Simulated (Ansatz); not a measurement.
# TiO2: the cost of one run

Program: Ansatz 0.2.0. Level of theory: DFT PBE+D3(BJ), scalar-relativistic, plane waves, PAW. These are calculated values, not measurements.

## (1) The starting structure

The structure is tetragonal, space group P4_2/mnm (No. 136). The conventional cell has a = 4.608 Å, b = 4.608 Å, c = 2.954 Å, α = 90.00°, β = 90.00°, γ = 90.00°. Around Ti (site symmetry mmm) lie 6 O at 1.95 to 1.98 Å. Around O (site symmetry m2m) lie 3 Ti at 1.95 to 1.98 Å.

Coordinates:

```xyz
6
Lattice="4.6082 0.0000 0.0000 0.0000 4.6082 0.0000 0.0000 0.0000 2.9543" Properties=species:S:1:pos:R:3 pbc="T T T"
Ti    0.0000    0.0000    0.0000
Ti    2.3041    2.3041    1.4771
O     1.4026    1.4026    0.0000
O     0.9015    3.7067    1.4771
O     3.2055    3.2055    0.0000
O     3.7067    0.9015    1.4771
```

This cell was relaxed beforehand with the same method: volume 10.46 Å³/atom, gap on the mesh 1.87 eV.

## (2) The slab

Planes are indexed in the bulk's conventional cell (P4_2/mnm (No. 136)), a = 4.608 Å, b = 4.608 Å, c = 2.954 Å, α = 90.00°, β = 90.00°, γ = 90.00°.

A (110) slab, 9.1 Å thick as cut, with 17 Å of vacuum; its outer planes are O (top) and O (bottom).

The slab as cut. Layers, bottom to top:

| plane | atoms per cell | height over the lowest (Å) |
| --- | --- | --- |
| 1 | O | 0.00 |
| 2 | Ti2O2 | 1.27 |
| 3 | O | 2.55 |
| 4 | O | 3.26 |
| 5 | Ti2O2 | 4.53 |
| 6 | O | 5.81 |
| 7 | O | 6.52 |
| 8 | Ti2O2 | 7.79 |
| 9 | O | 9.07 |

## (3) The clean surface, relaxed

input.yaml reads:

```yaml
crystal:
  lattice:
    - [2.9542647289, 0.0, 0.0]
    - [0.0, 6.5169289218, 0.0]
    - [0.0, 0.0, 26.0666474767]
  atoms:
    - { symbol: O, position: [0.0, 0.0, 0.3260871966] }
    - { symbol: Ti, position: [0.0, 0.5, 0.3749948775] }
    - { symbol: Ti, position: [0.5, 0.0, 0.3749948775] }
    - { symbol: O, position: [0.5, 0.3043772929, 0.3749948775] }
    - { symbol: O, position: [0.5, 0.6956227071, 0.3749948775] }
    - { symbol: O, position: [0.0, 0.0, 0.4239025584] }
    - { symbol: O, position: [0.0, 0.5, 0.4510923191] }
    - { symbol: Ti, position: [0.0, 0.0, 0.5] }
    - { symbol: Ti, position: [0.5, 0.5, 0.5] }
    - { symbol: O, position: [0.5, 0.8043772929, 0.5] }
    - { symbol: O, position: [0.5, 0.1956227071, 0.5] }
    - { symbol: O, position: [0.0, 0.5, 0.5489076809] }
    - { symbol: O, position: [0.0, 0.0, 0.5760974416] }
    - { symbol: Ti, position: [0.0, 0.5, 0.6250051225] }
    - { symbol: Ti, position: [0.5, 0.0, 0.6250051225] }
    - { symbol: O, position: [0.5, 0.3043772929, 0.6250051225] }
    - { symbol: O, position: [0.5, 0.6956227071, 0.6250051225] }
    - { symbol: O, position: [0.0, 0.0, 0.6739128034] }
basis:
  ecutwfc: 420
kpoints:
  mp_grid: { grid: [9, 4, 1] }
hamiltonian:
  xc: pbe
  dispersion: d3bj
scf:
  occupations: { method: gaussian, width: 0.05 }
output:
  forces: true
  eigenvalues: true
  write_density: true
  write_potential: true
  elf: true
  volumetric_format: npy
relax:
  adjacent_minimum: "off"
  f_tol: 0.03
  max_steps: 70
  constraints: [{ sites: [0, 1, 2, 3, 4, 5, 6] }]
efield:
  axis: 3
  dipole_correction: true
```

Run with:

```console
$ ansatz run input.yaml --threads 4 --pin off --max-ram 10240MiB --backend cpu --events-out ev --progress --plain --runs-dir out
```

What time and memory should one allow on 4 threads of Arm Neoverse N1, shared host?

About 5.3 min, with a peak of 1.5 GiB.
